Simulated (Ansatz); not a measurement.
**Abstraction of F: BOF + C4H9 → BO + C4H9F**

Species: BOF (fluoro(oxo)borane) `O=BF`, singlet; C4H9 (1-butyl radical) `[CH2]CCC`, doublet; BO, doublet; C4H9F (1-fluorobutane) `CCCCF`, singlet. A radical takes F: the energy is the difference in strength between the B–F bond broken and the C–F bond made.

Shapes, held fixed at every level: PBE0-D4/def2-TZVP. Flexible molecules stand in one conformer, not always the lowest. Programs: Ansatz 0.2.0. The zero-point and thermal change to 298 K, harmonic and unscaled (PBE0-D4/def2-TZVP), is +7.8 kJ/mol.

Q: Estimate ΔH(298 K) of this reaction.

A: B2PLYP/def2-TZVPP gives ΔH(298 K) = +205.7 kJ/mol; the levels span +194.6 to +209.4. The median of the levels is +204.8. No measured value is set beside it here. Spin contamination: BO (⟨S²⟩ up to 0.80). Open shells run unrestricted. Times are processor times on shared x86 and Arm servers, and rough.

```csv
level,kind,ΔH(298 K) (kJ/mol),CPU time (sum over the molecules)
MP2/def2-TZVPP,perturbation theory,+197.8,–
SPW92/def2-TZVPP,LDA,+194.6,19 s
r2SCAN-D4/def2-TZVPP,meta-GGA,+204.8,63 s
B3LYP-D4/def2-TZVPP,global hybrid,+209.4,64 s
PBE0-D4/def2-TZVPP,global hybrid,+202.9,46 s
r2SCAN0-D4/def2-TZVPP,global hybrid,+209.2,77 s
B2PLYP/def2-TZVPP,double hybrid,+205.7,80 s
```
